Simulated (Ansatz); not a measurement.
# Ti3Al: the cost of one run

Method: DFT PBEsol, scalar-relativistic, plane waves, PAW, in Ansatz 0.2.0.

The COD entry's cell or inner coordinates are ideal or old and differ from later refinements, so a difference from it is no clean test against experiment.

15 further runs of the same task are left out: 15 set aside as unsound or not needed.

## Step 1: The structure to begin with

The structure is hexagonal, space group P6_3/mmc (No. 194). Conventional cell: a = 5.687 Å, b = 5.687 Å, c = 4.607 Å, α = 90.00°, β = 90.00°, γ = 120.00°. Ti (site symmetry mm2) is surrounded by 8 Ti at 2.79 to 2.89 Å and 4 Al at 2.81 to 2.84 Å. Al (site symmetry -6m2) has 12 Ti at 2.81 to 2.84 Å as nearest neighbours.

Structure file:

```cif
data_structure
_symmetry_space_group_name_H-M 'P6_3/mmc'
_symmetry_Int_Tables_number 194
_cell_length_a 5.6872
_cell_length_b 5.6872
_cell_length_c 4.6073
_cell_angle_alpha 90.000
_cell_angle_beta 90.000
_cell_angle_gamma 120.000
_cell_volume 129.05
loop_
_atom_site_label
_atom_site_type_symbol
_atom_site_symmetry_multiplicity
_atom_site_Wyckoff_symbol
_atom_site_fract_x
_atom_site_fract_y
_atom_site_fract_z
_atom_site_occupancy
Ti1 Ti 6 h 0.83033 0.16967 0.25000 1
Al1 Al 2 c 0.33333 0.66667 0.25000 1
```

It is the result of an earlier relaxation at this level (volume 16.13 Å³/atom; gap on the mesh: none (metal)).

## Step 2: Plan of the line

The energy is mapped over the lattice constants a and c of the conventional cell.

The axes are (1) lattice constant a (and b): 7 values from 5.517 to 5.858 Å; (2) lattice constant c: 7 values from 4.054 to 5.160 Å.

Nothing else is relaxed (fractional coordinates fixed). Energies count from the relaxed crystal. Points are written as (first, second).

## Step 3: The run at (5.517 Å, 5.160 Å)

input.yaml

```yaml
crystal:
  lattice:
    - [5.5166, 0.0, 0.0]
    - [-2.7583, 4.7775157425, 0.0]
    - [0.0, 0.0, 5.1602]
  atoms:
    - { symbol: Ti, position: [0.8303330959, 0.1696669041, 0.25] }
    - { symbol: Ti, position: [0.6606661917, 0.8303330959, 0.75] }
    - { symbol: Ti, position: [0.8303330959, 0.6606661917, 0.25] }
    - { symbol: Ti, position: [0.1696669041, 0.8303330959, 0.75] }
    - { symbol: Ti, position: [0.3393338083, 0.1696669041, 0.25] }
    - { symbol: Ti, position: [0.1696669041, 0.3393338083, 0.75] }
    - { symbol: Al, position: [0.3333333333, 0.6666666667, 0.25] }
    - { symbol: Al, position: [0.6666666667, 0.3333333333, 0.75] }
basis:
  ecutwfc: 520.0
kpoints:
  mp_grid: { grid: [9, 9, 10] }
hamiltonian:
  xc: pbesol
  pseudopotentials: { kind: paw, azcp: { folder: soft_1 } }
scf:
  occupations: { method: gaussian, width: 0.15 }
output:
  forces: true
  stress: true
  eigenvalues: true
```

Started as:

```sh
$ ansatz run input.yaml --threads 4 --pin off --max-ram 8192MiB --backend cpu --events-out ev --progress --plain --runs-dir out
```

Q: Estimate wall time and peak memory on 4 threads of Arm Neoverse V1, shared host.

About 11 s, with a peak of 0.84 GiB.
